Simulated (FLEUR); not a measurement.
# Rh (P6_3/mmc) in FLEUR: a series of runs

Runs on Rh. Level: LDA. Tasks: band structure, equation of state.

Everything below comes from runs of FLEUR MaX-R8.1 (later development tree). Logs are shortened: lines on timing, memory, paths and dates and some standing lists are left out, and cuts for length are marked.

## Step 1: Starting point

The structure is hexagonal, space group P6_3/mmc (No. 194). Conventional cell: a = 2.731 Å, b = 2.731 Å, c = 4.428 Å, α = 90.00°, β = 90.00°, γ = 120.00°. Around Rh (site symmetry -6m2) lie 12 Rh at 2.72 to 2.73 Å.

This isn't the form of Rh at room conditions, which is fcc.

## Step 2: Band structure, LDA

Input file inp.xml:

```xml
<?xml version="1.0" encoding="UTF-8" standalone="no"?>
<fleurInput fleurInputVersion="0.39">
   <comment>
      Rh                                                                                                  
   </comment>
   <calculationSetup>
      <cutoffs Kmax="4.12" Gmax="12.8" GmaxXC="12.8" numbands="0"/>
      <scfLoop itmax="60" minDistance="0.00001" maxIterBroyd="15" imix="Anderson" alpha="0.05" precondParam="0.0" spinf="2.0" sdNocoIR="T"/>
      <coreElectrons ctail="T" frcor="F" kcrel="0" coretail_lmax="0"/>
      <xcFunctional name="vwn" relativisticCorrections="F"/>
      <magnetism jspins="1"/>
      <soc l_soc="F" theta="0.0" phi="0.0" spav="F"/>
      <expertModes spex="0" secvar="F"/>
      <geometryOptimization l_f="F" forcealpha="1.0" forcemix="BFGS" epsdisp="0.00001" epsforce="0.00001"/>
      <ldaU l_linMix="F" mixParam="0.05" spinf="1.0"/>
   </calculationSetup>
   <cell>
      <bzIntegration valenceElectrons="34.0" mode="hist" fermiSmearingEnergy="0.00183747">
         <kPointListSelection listName="default-1"/>
         <!-- k-points included here -->
         <xi:include xmlns:xi="http://www.w3.org/2001/XInclude" href="kpts.xml"> </xi:include>
      </bzIntegration>
      <!-- symmetry operations included here -->
      <xi:include xmlns:xi="http://www.w3.org/2001/XInclude" href="sym.xml"> </xi:include>
      <bulkLattice scale="1.0">
         <bravaisMatrix>
            <row-1>    5.1608024417804259     0.0000000000000000     0.0000000000000000</row-1>
            <row-2>   -2.5804012208902130     4.4693860185926972     0.0000000000000000</row-2>
            <row-3>    0.0000000000000000     0.0000000000000000     8.3686313558037284</row-3>
         </bravaisMatrix>
      </bulkLattice>
   </cell>
   <atomSpecies>
      <species name="Rhodium (Rh)" element="Rh" atomicNumber="45">
         <mtSphere radius="2.38" gridPoints="787" logIncrement="0.016"/>
         <atomicCutoffs lmax="10" lnonsphr="10"/>
         <electronConfig flipSpins="F">
            <coreConfig>(1s1/2) (2s1/2) (2p1/2) (2p3/2) (3s1/2) (3p1/2) (3p3/2) (3d3/2) (3d5/2)</coreConfig>
            <valenceConfig>(4s1/2) (4p1/2) (4p3/2) (5s1/2) (4d3/2) (4d5/2)</valenceConfig>
            <stateOccupation state="(5s1/2)" spinUp="0.500000" spinDown="0.500000"/>
            <stateOccupation state="(4d3/2)" spinUp="1.600000" spinDown="1.600000"/>
            <stateOccupation state="(4d5/2)" spinUp="2.400000" spinDown="2.400000"/>
         </electronConfig>
         <energyParameters s="5" p="5" d="4" f="4"/>
         <lo type="SCLO" l="0" n="4" eDeriv="0"/>
         <lo type="SCLO" l="1" n="4" eDeriv="0"/>
         <lo type="SCLO" l="1" n="4" eDeriv="1"/>
         <lo type="SCLO" l="2" n="4" eDeriv="2"/>
         <lo type="SCLO" l="3" n="4" eDeriv="2"/>
      </species>
   </atomSpecies>
   <atomGroups>
      <atomGroup species="Rhodium (Rh)">
         <relPos label="                   1">1.000/3.000 -1.000/3.000 1.000/4.000</relPos>
         <relPos label="                   2">-1.000/3.000 1.000/3.000 -1.000/4.000</relPos>
         <force calculate="T" relaxXYZ="TTT"/>
      </atomGroup>
   </atomGroups>
   <output dos="F" band="F" slice="F">
      <checks vchk="F" cdinf="F"/>
      <bandDOS minEnergy="-.5*Htr" maxEnergy="0.5*Htr" sigma="0.015" storeEVData="T"/>
      <vacuumDOS vacdos="F" integ="F" star="F" nstars="0" locx1="0.0" locy1="0.0" locx2="0.0" locy2="0.0" nstm="0" tworkf="0.0"/>
      <unfoldingBand unfoldBand="F" supercellX="1" supercellY="1" supercellZ="1"/>
      <plotting iplot="0" polar="F">
         <plot TwoD="T" vec1="  1.0  0.0  0.0" vec2="  0.0  1.0  0.0" vec3="  0.0  0.0  1.0" zero="  0.0  0.0  0.0" file="plot"/>
      </plotting>
      <chargeDensitySlicing numkpt="0" minEigenval="0.0" maxEigenval="0.0" nnne="0" pallst="F"/>
      <specialOutput eonly="F"/>
      <moessbauerParams electricFieldGradient="T" isomerShift="T" coreHyperfine="T" valenceHyperfine="T"/>
      <magneticCircularDichroism mcd="F" energyLo="-10.0" energyUp="0.0"/>
   </output>
  <!-- We include the file relax.xml here to enable relaxations (see documentation) -->
  <xi:include xmlns:xi="http://www.w3.org/2001/XInclude" href="relax.xml"> <xi:fallback/> </xi:include>
</fleurInput>
```

Input file crystal.txt:

```
Rh
&input cartesian=F /
2.7309790422  0.0000000000  0.0000000000
-1.3654895211  2.3650972278  0.0000000000
0.0000000000  0.0000000000  4.4284890000
1.8897261246
1.0 1.0 1.0

2
45 0.3333333334  0.6666666668  0.2500000000
45 0.6666666668  0.3333333334  0.7500000000

&kpt div1=11 div2=11 div3=6 gamma=T /
```

Input file inp.xml (bands):

```
<?xml version="1.0" encoding="UTF-8" standalone="no"?>
<fleurInput fleurInputVersion="0.39">
   <comment>
      Rh                                                                                                  
   </comment>
   <calculationSetup>
      <cutoffs Kmax="4.12" Gmax="12.8" GmaxXC="12.8" numbands="0"/>
      <scfLoop itmax="60" minDistance="0.00001" maxIterBroyd="15" imix="Anderson" alpha="0.05" precondParam="0.0" spinf="2.0" sdNocoIR="T"/>
      <coreElectrons ctail="T" frcor="F" kcrel="0" coretail_lmax="0"/>
      <xcFunctional name="vwn" relativisticCorrections="F"/>
      <magnetism jspins="1"/>
      <soc l_soc="F" theta="0.0" phi="0.0" spav="F"/>
      <expertModes spex="0" secvar="F"/>
      <geometryOptimization l_f="F" forcealpha="1.0" forcemix="BFGS" epsdisp="0.00001" epsforce="0.00001"/>
      <ldaU l_linMix="F" mixParam="0.05" spinf="1.0"/>
   </calculationSetup>
   <cell>
      <bzIntegration valenceElectrons="34.0" mode="hist" fermiSmearingEnergy="0.00183747">
         <kPointListSelection listName="path-1"/>
         <!-- k-points included here -->
         <xi:include xmlns:xi="http://www.w3.org/2001/XInclude" href="kpts.xml"> </xi:include>
      </bzIntegration>
      <!-- symmetry operations included here -->
      <xi:include xmlns:xi="http://www.w3.org/2001/XInclude" href="sym.xml"> </xi:include>
      <bulkLattice scale="1.0">
         <bravaisMatrix>
            <row-1>    5.1608024417804259     0.0000000000000000     0.0000000000000000</row-1>
            <row-2>   -2.5804012208902130     4.4693860185926972     0.0000000000000000</row-2>
            <row-3>    0.0000000000000000     0.0000000000000000     8.3686313558037284</row-3>
         </bravaisMatrix>
      </bulkLattice>
   </cell>
   <atomSpecies>
      <species name="Rhodium (Rh)" element="Rh" atomicNumber="45">
         <mtSphere radius="2.38" gridPoints="787" logIncrement="0.016"/>
         <atomicCutoffs lmax="10" lnonsphr="10"/>
         <electronConfig flipSpins="F">
            <coreConfig>(1s1/2) (2s1/2) (2p1/2) (2p3/2) (3s1/2) (3p1/2) (3p3/2) (3d3/2) (3d5/2)</coreConfig>
            <valenceConfig>(4s1/2) (4p1/2) (4p3/2) (5s1/2) (4d3/2) (4d5/2)</valenceConfig>
            <stateOccupation state="(5s1/2)" spinUp="0.500000" spinDown="0.500000"/>
            <stateOccupation state="(4d3/2)" spinUp="1.600000" spinDown="1.600000"/>
            <stateOccupation state="(4d5/2)" spinUp="2.400000" spinDown="2.400000"/>
         </electronConfig>
         <energyParameters s="5" p="5" d="4" f="4"/>
         <lo type="SCLO" l="0" n="4" eDeriv="0"/>
         <lo type="SCLO" l="1" n="4" eDeriv="0"/>
         <lo type="SCLO" l="1" n="4" eDeriv="1"/>
         <lo type="SCLO" l="2" n="4" eDeriv="2"/>
         <lo type="SCLO" l="3" n="4" eDeriv="2"/>
      </species>
   </atomSpecies>
   <atomGroups>
      <atomGroup species="Rhodium (Rh)">
         <relPos label="                   1">1.000/3.000 -1.000/3.000 1.000/4.000</relPos>
         <relPos label="                   2">-1.000/3.000 1.000/3.000 -1.000/4.000</relPos>
         <force calculate="T" relaxXYZ="TTT"/>
      </atomGroup>
   </atomGroups>
   <output dos="F" band="T" slice="F">
      <checks vchk="F" cdinf="F"/>
      <bandDOS minEnergy="-.5*Htr" maxEnergy="0.5*Htr" sigma="0.015" storeEVData="T"/>
      <vacuumDOS vacdos="F" integ="F" star="F" nstars="0" locx1="0.0" locy1="0.0" locx2="0.0" locy2="0.0" nstm="0" tworkf="0.0"/>
      <unfoldingBand unfoldBand="F" supercellX="1" supercellY="1" supercellZ="1"/>
      <plotting iplot="0" polar="F">
         <plot TwoD="T" vec1="  1.0  0.0  0.0" vec2="  0.0  1.0  0.0" vec3="  0.0  0.0  1.0" zero="  0.0  0.0  0.0" file="plot"/>
      </plotting>
      <chargeDensitySlicing numkpt="0" minEigenval="0.0" maxEigenval="0.0" nnne="0" pallst="F"/>
      <specialOutput eonly="F"/>
      <moessbauerParams electricFieldGradient="T" isomerShift="T" coreHyperfine="T" valenceHyperfine="T"/>
      <magneticCircularDichroism mcd="F" energyLo="-10.0" energyUp="0.0"/>
   </output>
  <!-- We include the file relax.xml here to enable relaxations (see documentation) -->
  <xi:include xmlns:xi="http://www.w3.org/2001/XInclude" href="relax.xml"> <xi:fallback/> </xi:include>
</fleurInput>
```

Potentials or basis: all-electron, FLAPW.

Command:

```
> inpgen -f crystal.txt -profile fastHighL
> # inp.xml edited to the form shown
> fleur_MPI
> fleur_MPI   # second run, on inp.xml (bands)
```

The program printed:

```text
Welcome to FLEUR        (www.flapw.de)
      MaX-Release 8.1          (www.max-centre.eu)

 ========== k-point set info ==========
 Selected k-point list: default-1
 k-point list type: mesh
 11 x 11 x 6
 Number of k points: 64

 ------------Calculation Setup---------------------------
 Number of MPI-tasks      :            1
 Number of PE/node        :            1
 Number of OMP-threads    :            1
 Most efficient MPI parallelization for:
           1           2           4           8          16          32          64
 Additional eigenvalue parallelization possible
 Number of basis functions:          315
 Approximate size of matrices (H+S) per k-point:         0.001 GB
 --------------------------------------------------------
 Iteration:     1   Distance:      17.58853631 me/bohr^3
 Iteration:     2   Distance:      15.25720010 me/bohr^3
 Iteration:     3   Distance:       4.84454545 me/bohr^3
 Iteration:     4   Distance:       2.72652728 me/bohr^3
 Iteration:     5   Distance:       1.59420594 me/bohr^3
 Iteration:     6   Distance:       0.15207375 me/bohr^3
 Iteration:     7   Distance:       0.06963566 me/bohr^3
 Iteration:     8   Distance:       0.00504191 me/bohr^3
 Iteration:     9   Distance:       0.00354045 me/bohr^3
 Iteration:    10   Distance:       0.00203130 me/bohr^3
 Iteration:    11   Distance:       0.00023549 me/bohr^3
 Iteration:    12   Distance:       0.00012545 me/bohr^3
 Iteration:    13   Distance:       0.00001653 me/bohr^3
 Iteration:    14   Distance:       0.00000496 me/bohr^3

 ********************************************************************
 Run finished successfully
 Stop message:
   all done
 ********************************************************************
```

output (bands):

```text
Welcome to FLEUR        (www.flapw.de)
      MaX-Release 8.1          (www.max-centre.eu)

 ========== k-point set info ==========
 Selected k-point list: path-1
 k-point list type: path
 Number of k points: 60

 ------------Calculation Setup---------------------------
 Number of MPI-tasks      :            1
 Number of PE/node        :            1
 Number of OMP-threads    :            1
 Most efficient MPI parallelization for:
           1           2           3           4           5           6          10          12          15          20          30          60
 Additional eigenvalue parallelization possible
 Number of basis functions:          315
 Approximate size of matrices (H+S) per k-point:         0.001 GB
 --------------------------------------------------------
 Fermi energy correction for metals:
 Fermi energy in bands.* files may not be consistent with last density.
 Please correct it manually (e.g. in band.gnu file).

 Note: Band structure data (together with different weights) is also stored in the banddos.hdf file.
       A convenient way of extracting and plotting the data from that file is by making use of the

 ********************************************************************
 Run finished successfully
 Stop message:
   Charge density postprocessing done.
 ********************************************************************
```

out.xml (last iteration):

```text
<iteration numberForCurrentRun="   14" overallNumber="   14">
         <energyParameters units="Htr">
            <atomicEP atomType="1" spin="1" branch="5s" branchLowest="-2.39" branchHighest="2.20" value="0.3277437870"/>
            <atomicEP atomType="1" spin="1" branch="5p" branchLowest="-1.18" branchHighest="2.91" value="0.4566680846"/>
            <atomicEP atomType="1" spin="1" branch="4d" branchLowest="-10.43" branchHighest="0.65" value="0.3837964734"/>
            <atomicEP atomType="1" spin="1" branch="4f" branchLowest="-9.99" branchHighest="2.53" value="0.7468019624"/>
            <loAtomicEP atomType="1" spin="1" branch="4s" branchLowest="-21.26" branchHighest="-2.39" value="-2.4032991054"/>
            <loAtomicEP atomType="1" spin="1" branch="4p" branchLowest="-17.10" branchHighest="-1.18" value="-1.2288859040"/>
            <loAtomicEP atomType="1" spin="1" branch="4p" branchLowest="-17.10" branchHighest="-1.18" value="-1.2288859040"/>
            <loAtomicEP atomType="1" spin="1" branch="4d" branchLowest="-10.43" branchHighest="0.65" value="0.3796954360"/>
            <loAtomicEP atomType="1" spin="1" branch="4f" branchLowest="-9.99" branchHighest="2.53" value="0.7468037397"/>
         </energyParameters>
         <eigenvalues>
            <eigenvaluesAt spin="1" ikpt="1" k_x="0.00000000" k_y="0.00000000" k_z="0.00000000">
                      -2.4067942109       -2.4031585215       -1.2394605287       -1.2182430694       -1.2182430694
                      -1.2152129614       -1.2147829328       -1.2147829328        0.1955228528        0.2660581865
                       0.3752518031        0.3786014883        0.3786014883        0.3966077678        0.3966077678
                       0.4184003630        0.4184003630        0.4893490578        0.4893490578        0.5097609123
                       0.7827394065        1.0624384638        1.1375609133        1.1599316643        1.2883451105
                       1.2883451105        1.3317719813
            </eigenvaluesAt>
            <eigenvaluesAt spin="1" ikpt="2" k_x="0.00000000" k_y="0.00000000" k_z="0.16666667">
                      -2.4065527312       -2.4034041734       -1.2378776552       -1.2180115943       -1.2180115943
                      -1.2168809638       -1.2150153382       -1.2150153382        0.2054523050        0.2683631357
                       0.3715892971        0.3750754016        0.3750754016        0.3923267609        0.3923267609
                       0.4283675726        0.4283675726        0.4743777164        0.4885720976        0.4885720976
[... 42 lines left out ...]
            <spinDependentCharge spin="1" total="90.0000000" interstitial="3.1807574" mtSpheres="86.8192426"/>
            <totalCharge value="89.9999999981"/>
         </allElectronCharges>
         <moessbauerParams unitsHFF="kG" unitsIS="e/bohr^3" unitsEFG="Htr/bohr^2">
            <coreIsomerShift atomType="1" isTotal="121804.34125">
               <shell n="1" l="0" isomerShift="107222.69141"/>
               <shell n="2" l="0" isomerShift="12075.72762"/>
               <shell n="2" l="1" isomerShift="228.94694"/>
               <shell n="3" l="0" isomerShift="2231.83470"/>
               <shell n="3" l="1" isomerShift="45.14057"/>
               <shell n="3" l="2" isomerShift="0.00001"/>
            </coreIsomerShift>
            <isomerShift atomType="1" nucleusRadius="0.0001107" averageDensity="122236.72555"/>
            <electricFieldGradient atomType="1" VXX="-0.02534" VYY="-0.02534" VZZ="0.05068" asymParam="0.00000">
            </electricFieldGradient>
         </moessbauerParams>
         <totalEnergy                                    value="    -9561.4433379328" units="Htr">
            <sumOfEigenvalues                            value="    -5694.6917098152">
               <coreElectrons value="-5677.0618939848"/>
               <valenceElectrons value="-17.6298158304"/>
            </sumOfEigenvalues>
            <densityCoulombPotentialIntegral value="-15302.5279236107"/>
            <densityEffectivePotentialIntegral value="-15658.7211177241"/>
            <chargeDenXCDenIntegral value="-268.6774290178"/>
            <FockExchangeEnergyValence value="0.0000000000"/>
            <FockExchangeEnergyCore value="0.0000000000"/>
            <atomTypeDependentContributions atomType="1">
               <electronNucleiInteractionDifferentMTs value="11554.7977813126"/>
               <MadelungTerm value="-50.7335737058"/>
            </atomTypeDependentContributions>
            <tkbTimesEntropy value="0.0011018591"/>
            <freeEnergy value="-9561.4444397919"/>
            <extrapolationTo0K value="-9561.4438888623"/>
         </totalEnergy>
         <densityConvergence units="me/bohr^3">
            <chargeDensity spin="1" distance="0.0000049640"/>
         </densityConvergence>
      </iteration>
```

It took 36 s on 1 thread of Intel Xeon at 2.70GHz, shared host; peak memory 0.06 GiB.

Results:

| Item | Value |
| --- | --- |
| Free energy | -260180.1577 eV |
| Band gap along the path | none (metal or under the smearing width) |
| Valence electrons inside the program's atomic spheres | Rh 15.41 (radii Rh 2.38 bohr) |

Levels at the corners of the path, in eV from the Fermi level:
```csv
point,band 14,band 15,band 16,band 17,band 18,band 19
Γ,-2.38,-2.38,-1.79,-1.79,0.14,0.14
M,-2.14,-2.05,0.42,0.60,0.71,2.91
K,-3.12,-1.72,-0.08,-0.08,0.16,6.09
Γ,-2.38,-2.38,-1.79,-1.79,0.14,0.14
A,-2.97,-2.97,-2.97,-0.41,-0.41,-0.41
L,-1.57,-0.28,-0.28,0.60,0.60,2.58
H,-2.98,-1.76,-1.76,0.21,0.21,7.24
A,-2.97,-2.97,-2.97,-0.41,-0.41,-0.41
L,-1.57,-0.28,-0.28,0.60,0.60,2.58
M,-2.14,-2.05,0.42,0.60,0.71,2.91
K,-3.12,-1.72,-0.08,-0.08,0.16,6.09
H,-2.98,-1.76,-1.76,0.21,0.21,7.24
```

Core levels (eV from the Fermi level):
```tsv
atom	levels
1 Rh	1s1/2 -22993.0, 2s1/2 -3330.5, 2p1/2 -3085.3, 2p3/2 -2940.9, 3s1/2 -591.6, 3p1/2 -495.6, 3p3/2 -470.7, 3d3/2 -300.0, 3d5/2 -295.1
2 Rh	1s1/2 -22993.0, 2s1/2 -3330.5, 2p1/2 -3085.3, 2p3/2 -2940.9, 3s1/2 -591.6, 3p1/2 -495.6, 3p3/2 -470.7, 3d3/2 -300.0, 3d5/2 -295.1
```

## Step 3: Equation of state, LDA, 13.44 Å³/atom (volume scaled by 0.94)

Edit inp.xml of step 2 so:

```diff
@@ -6,3 +6,3 @@
    <calculationSetup>
-      <cutoffs Kmax="4.12" Gmax="12.8" GmaxXC="12.8" numbands="0"/>
+      <cutoffs Kmax="4.24" Gmax="13.2" GmaxXC="13.2" numbands="0"/>
       <scfLoop itmax="60" minDistance="0.00001" maxIterBroyd="15" imix="Anderson" alpha="0.05" precondParam="0.0" spinf="2.0" sdNocoIR="T"/>
@@ -24,3 +24,3 @@
       <xi:include xmlns:xi="http://www.w3.org/2001/XInclude" href="sym.xml"> </xi:include>
-      <bulkLattice scale="1.0">
+      <bulkLattice scale="0.9795861087">
          <bravaisMatrix>
@@ -34,3 +34,3 @@
       <species name="Rhodium (Rh)" element="Rh" atomicNumber="45">
-         <mtSphere radius="2.38" gridPoints="787" logIncrement="0.016"/>
+         <mtSphere radius="2.31" gridPoints="787" logIncrement="0.016"/>
          <atomicCutoffs lmax="10" lnonsphr="10"/>
```

Potentials or basis: all-electron, FLAPW.

Command:

```
> inpgen -f crystal.txt -profile fastHighL
> # inp.xml edited to the form shown
> fleur_MPI
```

It took 35 s on 1 thread of Intel Xeon at 2.70GHz, shared host; peak memory 0.08 GiB.

Results (log left out):

```
Free energy                                           : -260180.2877 eV
Band gap on the k mesh                                : none (metal or under the smearing width)
Valence electrons inside the program's atomic spheres : Rh 15.26 (radii Rh 2.31 bohr)
```

## Step 4: Equation of state, LDA, 13.73 Å³/atom (volume scaled by 0.96)

Edit inp.xml of step 3 so:

```diff
@@ -24,3 +24,3 @@
       <xi:include xmlns:xi="http://www.w3.org/2001/XInclude" href="sym.xml"> </xi:include>
-      <bulkLattice scale="0.9795861087">
+      <bulkLattice scale="0.9864848297">
          <bravaisMatrix>
```

Command:

```
> inpgen -f crystal.txt -profile fastHighL
> # inp.xml edited to the form shown
> fleur_MPI
```

Run time: 34 s. Hardware: 1 thread of Intel Xeon at 2.70GHz, shared host; peak memory 0.09 GiB.

It converged, with:

```
Free energy                                           : -260180.2628 eV
Band gap on the k mesh                                : none (metal or under the smearing width)
Valence electrons inside the program's atomic spheres : Rh 15.23 (radii Rh 2.31 bohr)
```

[end of part 1 of 2]
